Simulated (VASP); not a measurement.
A run of VASP 6.6.1 is set up as follows.

The input INCAR:

```
SYSTEM = CdS
  PREC = Accurate
  ENCUT = 520
  EDIFF = 1E-6
  ISMEAR = -1
  SIGMA = 0.05
  LREAL = .False.
  LASPH = .True.
  NELM = 60
  ALGO = Normal
  ISIF = 2
  LWAVE = .False.
  LCHARG = .False.
  MAGMOM = 0 0 0 0 0 0
  LORBIT = 11
  LSORBIT = .True.
  GGA_COMPAT = .False.
  GGA = PS
  NBANDS = 30
```

The input KPOINTS:

```
regular mesh
0
Gamma
  6 6 6
  0 0 0
```

Contents of POSCAR:

```
CdS
1.0
    0.0000000000      2.7532440000      2.7532440000
    2.7532440000      0.0000000000      2.7532440000
    2.7532440000      2.7532440000      0.0000000000
Cd S
1 1
Direct
    0.0000000000      0.0000000000      0.0000000000
    0.5000000000      0.5000000000      0.5000000000
```

The input KPOINTS_OPT:

```
path GXWKGLUWLK,UX
20
line-mode
reciprocal
 0.0000000000  0.0000000000  0.0000000000  G
 0.5000000000  0.0000000000  0.5000000000  X

 0.5000000000  0.0000000000  0.5000000000  X
 0.5000000000  0.2500000000  0.7500000000  W

 0.5000000000  0.2500000000  0.7500000000  W
 0.3750000000  0.3750000000  0.7500000000  K

 0.3750000000  0.3750000000  0.7500000000  K
 0.0000000000  0.0000000000  0.0000000000  G

 0.0000000000  0.0000000000  0.0000000000  G
 0.5000000000  0.5000000000  0.5000000000  L

 0.5000000000  0.5000000000  0.5000000000  L
 0.6250000000  0.2500000000  0.6250000000  U

 0.6250000000  0.2500000000  0.6250000000  U
 0.5000000000  0.2500000000  0.7500000000  W

 0.5000000000  0.2500000000  0.7500000000  W
 0.5000000000  0.5000000000  0.5000000000  L

 0.5000000000  0.5000000000  0.5000000000  L
 0.3750000000  0.3750000000  0.7500000000  K

 0.6250000000  0.2500000000  0.6250000000  U
 0.5000000000  0.0000000000  0.5000000000  X
```

Potentials or basis: VASP PAW PBE potentials, release 64 (Cd, S).

Run with:

```sh
$ cat potpaw_PBE.64/Cd/POTCAR potpaw_PBE.64/S/POTCAR > POTCAR
$ mpirun -np 1 vasp_ncl > vasp.out
```

Question: Predict the pressure.

Answer: -4.0 GPa.

Caveat: the PAW data sets were made with another functional, which shifts forces and pressure a little.
